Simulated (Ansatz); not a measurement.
Geometry optimisation in Ansatz: input, command and trajectory.

```yaml
crystal:
  lattice:
    - [11.42, 0.0, 0.0]
    - [0.0, 4.19, 0.0]
    - [0.0, 0.0, 4.46]
  atoms:
    - { symbol: Sn, position: [0.123, 0.25, 0.091] }
    - { symbol: Sn, position: [0.377, 0.75, 0.591] }
    - { symbol: Sn, position: [0.623, 0.25, 0.409] }
    - { symbol: Sn, position: [0.877, 0.75, 0.909] }
    - { symbol: Se, position: [0.357, 0.25, 0.016] }
    - { symbol: Se, position: [0.143, 0.75, 0.516] }
    - { symbol: Se, position: [0.857, 0.25, 0.484] }
    - { symbol: Se, position: [0.643, 0.75, 0.984] }
basis:
  ecutwfc: 420
kpoints:
  mp_grid: { grid: [4, 8, 8] }
hamiltonian:
  xc: pbe
  dispersion: d3bj
scf:
  occupations: { method: gaussian, width: 0.02 }
output:
  forces: true
  stress: true
  eigenvalues: true
relax:
  adjacent_minimum: "off"
  f_tol: 0.01
  max_steps: 40
```

```bash
ansatz run input.yaml --threads 2 --pin off --max-ram 5120MiB --backend cpu --events-out ev --progress --plain --runs-dir out
```

All numbers below come from DFT PBE+D3(BJ), scalar-relativistic, plane waves, PAW (Ansatz).

Of 6 frames 5 are shown, positions in Å and forces in eV/Å; the SCF threshold varies from step to step.

```xyz
8
Lattice="11.4200 0.0000 0.0000 0.0000 4.1900 0.0000 0.0000 0.0000 4.4600" Properties=species:S:1:pos:R:3:forces:R:3 pbc="T T T" step=1 free_energy_over_end_meV_per_atom=5.30
Sn    1.4047    1.0475    0.4059   -0.3172    0.0000    0.0153
Sn    4.3053    3.1425    2.6359    0.3172    0.0000    0.0153
Sn    7.1147    1.0475    1.8241   -0.3172    0.0000   -0.0153
Sn   10.0153    3.1425    4.0541    0.3172    0.0000   -0.0153
Se    4.0769    1.0475    0.0714    0.2536    0.0000   -0.0229
Se    1.6331    3.1425    2.3014   -0.2536    0.0000   -0.0229
Se    9.7869    1.0475    2.1586    0.2536    0.0000    0.0229
Se    7.3431    3.1425    4.3886   -0.2536    0.0000    0.0229
8
Lattice="11.4200 0.0000 0.0000 0.0000 4.1900 0.0000 0.0000 0.0000 4.4600" Properties=species:S:1:pos:R:3:forces:R:3 pbc="T T T" step=2 free_energy_over_end_meV_per_atom=3.01
Sn    1.3265    1.0475    0.3673    0.1696    0.0000    0.1121
Sn    4.3835    3.1425    2.5973   -0.1696    0.0000    0.1121
Sn    7.0365    1.0475    1.8627    0.1696    0.0000   -0.1121
Sn   10.0935    3.1425    4.0927   -0.1696    0.0000   -0.1121
Se    4.0889    1.0475    0.0338   -0.0982    0.0000   -0.0331
Se    1.6211    3.1425    2.2638    0.0982    0.0000   -0.0331
Se    9.7989    1.0475    2.1962   -0.0982    0.0000    0.0331
Se    7.3311    3.1425    4.4262    0.0982    0.0000    0.0331
8
Lattice="11.4200 0.0000 0.0000 0.0000 4.1900 0.0000 0.0000 0.0000 4.4600" Properties=species:S:1:pos:R:3:forces:R:3 pbc="T T T" step=3 free_energy_over_end_meV_per_atom=0.47
Sn    1.3468    1.0475    0.4292    0.0034    0.0000    0.0616
Sn    4.3632    3.1425    2.6592   -0.0034    0.0000    0.0616
Sn    7.0568    1.0475    1.8008    0.0034    0.0000   -0.0616
Sn   10.0732    3.1425    4.0308   -0.0034    0.0000   -0.0616
Se    4.0822    1.0475    0.0871    0.0175    0.0000   -0.0542
Se    1.6278    3.1425    2.3171   -0.0175    0.0000   -0.0542
Se    9.7922    1.0475    2.1429    0.0175    0.0000    0.0542
Se    7.3378    3.1425    4.3729   -0.0175    0.0000    0.0542
8
Lattice="11.4200 0.0000 0.0000 0.0000 4.1900 0.0000 0.0000 0.0000 4.4600" Properties=species:S:1:pos:R:3:forces:R:3 pbc="T T T" step=4 free_energy_over_end_meV_per_atom=0.19
Sn    1.3488    1.0475    0.4455   -0.0175    0.0000    0.0323
Sn    4.3612    3.1425    2.6755    0.0175    0.0000    0.0323
Sn    7.0588    1.0475    1.7845   -0.0175    0.0000   -0.0323
Sn   10.0712    3.1425    4.0145    0.0175    0.0000   -0.0323
Se    4.0844    1.0475    0.0924    0.0126    0.0000   -0.0324
Se    1.6256    3.1425    2.3224   -0.0126    0.0000   -0.0324
Se    9.7944    1.0475    2.1376    0.0126    0.0000    0.0324
Se    7.3356    3.1425    4.3676   -0.0126    0.0000    0.0324
8
Lattice="11.4200 0.0000 0.0000 0.0000 4.1900 0.0000 0.0000 0.0000 4.4600" Properties=species:S:1:pos:R:3:forces:R:3 pbc="T T T" step=6 free_energy_over_end_meV_per_atom=0.00
Sn    1.3388    1.0475    0.4641   -0.0022    0.0000    0.0030
Sn    4.3712    3.1425    2.6941    0.0022    0.0000    0.0030
Sn    7.0488    1.0475    1.7659   -0.0022    0.0000   -0.0030
Sn   10.0812    3.1425    3.9959    0.0022    0.0000   -0.0030
Se    4.0817    1.0475    0.0940   -0.0030    0.0000   -0.0034
Se    1.6283    3.1425    2.3240    0.0030    0.0000   -0.0034
Se    9.7917    1.0475    2.1360   -0.0030    0.0000    0.0034
Se    7.3383    3.1425    4.3660    0.0030    0.0000    0.0034
```

Time: 51 s on 2 threads of AMD EPYC 9R45 96-Core Processor (Zen 5), on a shared host, peak memory 1.1 GiB.